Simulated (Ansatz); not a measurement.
**Relaxation of Si2Ni**

These are results of DFT PBE, scalar-relativistic, plane waves, PAW in Ansatz, not measurements. (420 eV cutoff, 14×14×14 k-mesh, Gaussian smearing of 0.10 eV, no spin polarisation)

What was changed: relaxed at -1 GPa.

Command:

```bash
ansatz run input.yaml --threads 1 --pin off --max-ram 2560MiB --backend cpu --events-out ev --progress --plain --runs-dir out
```

Input:

```yaml
crystal:
  lattice:
    - [0.0, 2.7324073494, 2.7324073494]
    - [2.7324073494, 0.0, 2.7324073494]
    - [2.7324073494, 2.7324073494, 0.0]
  atoms:
    - { symbol: Si, position: [0.25, 0.25, 0.25] }
    - { symbol: Si, position: [0.75, 0.75, 0.75] }
    - { symbol: Ni, position: [0.0, 0.0, 0.0] }
basis:
  ecutwfc: 420
kpoints:
  mp_grid: { grid: [14, 14, 14] }
hamiltonian:
  xc: pbe
scf:
  occupations: { method: gaussian, width: 0.1 }
output:
  forces: true
  stress: true
  eigenvalues: true
relax:
  adjacent_minimum: "off"
  f_tol: 0.008
  max_steps: 50
  cell: { stress_tol: 0.08, p_target: -1.0 }
```

F is the free energy. Steps run on the plane waves of an earlier cell, but the last one, and at times one on the way, on a freshly chosen basis, so a repeated geometry can differ a little in energy. The relaxation lowers the enthalpy F + PV at the target pressure, so F itself can rise.

Steps:

```
step F − F(1) (eV) largest force component (eV/Å) V (Å³/atom) P (GPa)
   1         0.0000                           0.000       13.600    -1.40
   2        -0.0005                           0.000       13.579    -1.18
   3        -0.0009                           0.000       13.561    -1.00
   4        -0.0009                           0.000       13.561    -1.00
```

Relaxed structure:

```
CELL_PARAMETERS angstrom
0.00000 2.72981 2.72981
2.72981 0.00000 2.72981
2.72981 2.72981 0.00000
ATOMIC_POSITIONS crystal
Si 0.25000 0.25000 0.25000
Si 0.75000 0.75000 0.75000
Ni 0.00000 0.00000 0.00000
```

It takes space group Fm-3m (No. 225, cubic). The conventional cell has a = 5.460 Å, b = 5.460 Å, c = 5.460 Å, α = 90.00°, β = 90.00°, γ = 90.00°. Around Si (site symmetry -43m) lie 4 Ni at 2.36 Å. Around Ni (site symmetry m-3m) lie 8 Si at 2.36 Å.

The run converged. It took 8.7 s on 1 thread of Intel(R) Xeon(R) 6975P-C (Granite Rapids), on a shared host, peak memory 0.42 GiB.